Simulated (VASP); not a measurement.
SiC, 2 atoms in the cell. The structure is cubic, space group F-43m (No. 216). The conventional cell has a = 4.358 Å, b = 4.358 Å, c = 4.358 Å, α = 90.00°, β = 90.00°, γ = 90.00°. Si (site symmetry -43m) has 4 C at 1.89 Å as nearest neighbours. Around C (site symmetry -43m) lie 4 Si at 1.89 Å. 

- Program: VASP 6.6.1
- Task: relaxation of cell and atoms
- Functional: PBEsol
- Potentials or basis: VASP PAW PBE potentials, release 64 (Si, C)
- Cutoff: 600 eV
- k mesh: 10 × 10 × 10
- Occupations: gaussian, width 0.03 eV
- Spin: no spin polarisation
- Further INCAR settings: ALGO = Normal; EDIFF = 1e-06; IBRION = 2; EDIFFG = -0.01; NSW = 90; ISIF = 3

Potentials or basis: VASP PAW PBE potentials, release 64 (Si, C).

Launch:

```console
$ cat potpaw_PBE.64/Si/POTCAR potpaw_PBE.64/C/POTCAR > POTCAR
$ mpirun -np 1 vasp_std > vasp.out
```

Hardware: 1 thread of Intel(R) Xeon(R) 6975P-C (Granite Rapids), with other jobs on the host.

Task: How long does it take, and how much memory?

Result: Run time: 8.5 s on 1 thread of Intel(R) Xeon(R) 6975P-C (Granite Rapids), on a shared host, peak memory 0.15 GiB. Counts: scf iterations 12, k points 47, ion steps 1.
